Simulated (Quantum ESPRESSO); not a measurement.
C, 2 atoms in the cell. Symmetry: Fd-3m, No. 227, cubic system. Conventional cell: a = 3.567 Å, b = 3.567 Å, c = 3.567 Å, α = 90.00°, β = 90.00°, γ = 90.00°. C (site symmetry -43m) has 4 C at 1.54 Å as nearest neighbours. This isn't the form of C at room conditions, which is graphite.

- Program: Quantum ESPRESSO 7.5
- Task: phonon dispersion
- Functional: LDA
- Potentials or basis: GBRV 1.5 LDA
- Cutoff: 612 eV
- Density cutoff: 4898 eV
- k mesh: 8 × 8 × 8, shifted
- Occupations: fermi-dirac, width 0.05 eV
- Spin: no spin polarisation
- Form of the LDA correlation: PZ81
- Mixing beta: 0.5
- Most SCF iterations: 120
- SCF threshold: 4e-10 Ry
- q mesh: 2 × 2 × 2

Potentials or basis: GBRV 1.5 LDA.

Command:

```sh
$ OMP_NUM_THREADS=1 pw.x -in pw.in > pw.out
$ OMP_NUM_THREADS=1 pw.x -in relax.in > relax.out
$ OMP_NUM_THREADS=1 pw.x -in scf2.in > scf2.out
$ OMP_NUM_THREADS=1 ph.x -in ph.in > ph.out
$ OMP_NUM_THREADS=1 q2r.x -in q2r.in > q2r.out
$ OMP_NUM_THREADS=1 matdyn.x -in matdyn.in > matdyn.out
$ OMP_NUM_THREADS=1 matdyn.x -in matdyn_dos.in > matdyn_dos.out
$ OMP_NUM_THREADS=1 matdyn.x -in matdyn_mesh.in > matdyn_mesh.out
```

Hardware: 1 thread of Intel(R) Xeon(R) Processor @ 2.50GHz (Skylake/Cascade Lake) (shared host).

Q: How long does it take, and how much memory?

A: Wall time 7.9 min on 1 thread of Intel(R) Xeon(R) Processor @ 2.50GHz (Skylake/Cascade Lake) (shared host), peak memory 0.09 GiB. Counts: scf iterations 38, k pools 1, bands 9, ion steps 4, k points 60, g dense 8801.
